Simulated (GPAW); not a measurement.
The system is FeO (Wuestite).

```
Fe O
1.0
     1.51882    0.87689    2.51958
    -1.51882    0.87689    2.51958
     0.00000   -1.75378    2.51958
Fe O
1 1
Cartesian
  0.0000 0.0000 0.0000
  0.0000 0.0000 3.7794
```

Base run:

| Property | Result |
| --- | --- |
| Program | GPAW 26.7.0 |
| Functional | PBEsol |
| Potentials or basis | PAW data sets generated in the run's folder for this functional |
| Cutoff | 800 eV |
| Basis | pw |
| k mesh | 8 × 8 × 8 |
| Occupations | fermi-dirac, width 0.05 eV |
| Spin | collinear spin, ferromagnetic start |
| Starting moments | [3.0, 0.0] μB |

Its results: pressure -7.9 GPa; net moment 4.00 μB per cell; site moments Fe +3.54; O +0.24 μB.

Question: The run is repeated on the same cell with these changes: hubbard terms from none to Fe d U = 4 eV. What comes out?

Answer: Pressure -6.4 GPa; net moment 4.00 μB per cell; site moments Fe +3.72; O +0.17 μB.

Caveats: a cell with one magnetic atom can't hold antiferromagnetic order, which such compounds often take.
